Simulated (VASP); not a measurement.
## MgH2 (distorted fluorite): one PBE single-point calculation in two programs

```xyz
3
Lattice="0.0684 2.3769 2.3108 2.3882 0.0153 2.3640 2.3257 2.3676 0.0778" Properties=species:S:1:pos:R:3 pbc="T T T"
Mg    2.4224    2.3694    0.2546
H     1.1292    1.3746    1.1962
H     3.6513    3.5965    3.6785
```

The two codes use different PAW datasets and cutoffs. VASP's cell holds 4 valence electrons and Ansatz's 12. Ansatz's stress includes a Pulay correction; VASP's doesn't.

Cutoffs: 520 eV in VASP, 420 eV in Ansatz. k meshes: 8×8×8 and 8×8×8.

```csv
,VASP,Ansatz
gap between bands v and c on the k mesh,-1.34 eV (bands overlap: a metal),-1.32 eV (bands overlap: a metal)
least direct gap on the k mesh,2.22 eV,2.22 eV
pressure,5.5 GPa,5.9 GPa
largest force,0.68 eV/Å,0.67 eV/Å
```

Forces (eV/Å), VASP:

```csv
atom,Fx,Fy,Fz
Mg,-0.121,0.307,-0.231
H,0.272,-0.546,0.290
H,-0.150,0.239,-0.058
```

Ansatz:

| atom | Fx | Fy | Fz |
| --- | --- | --- | --- |
| Mg | -0.120 | 0.305 | -0.230 |
| H | 0.273 | -0.545 | 0.290 |
| H | -0.152 | 0.241 | -0.060 |
